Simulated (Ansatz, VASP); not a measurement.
# GaP: VASP beside Ansatz

```
Ga P
1.0
     0.00000    2.72525    2.72525
     2.72525    0.00000    2.72525
     2.72525    2.72525    0.00000
Ga P
1 1
Direct
  0.00000 0.00000 0.00000
  0.75000 0.75000 0.75000
```

Alike in both runs: task band structure; functional HSEsol; k mesh 4 × 4 × 4; occupations fermi-dirac, width 0.05 eV; no spin polarisation.

|  | VASP | Ansatz |
| --- | --- | --- |
| version | VASP 6.6.1 | Ansatz 0.2.0 |
| potentials or method | VASP PAW PBE potentials, release 64 (Ga_d, P) | Ansatz PAW |
| plane-wave cutoff (eV) | 520 | 420 |
| valence electrons in the cell | 18 | 18 |

VASP gave:

```
gap on the k mesh at the Fermi level (eV) : 2.22
least direct gap on the mesh (eV)         : 2.76
gap along the band path (eV)              : 2.20
pressure (GPa)                            : -1.2
```

Problem. Which values does Ansatz return?

Solution. gap on the k mesh at the Fermi level (eV): 2.20; least direct gap on the mesh (eV): 2.74; gap along the band path (eV): 2.20; pressure (GPa): -1.0.

With one functional, cell and mesh, what is left measures potentials, basis and numerics.

Caveats: the k mesh is coarse (spacing up to 0.50 Å⁻¹), so the values aren't converged, least of all with exact exchange; the PAW data sets were made with another functional, which shifts forces and pressure a little (VASP); the PAW data sets come from PBE, with cores solved anew for the run's functional, which leaves a small shift of forces and pressure (Ansatz); the thresholds are loose for stress (Ansatz).
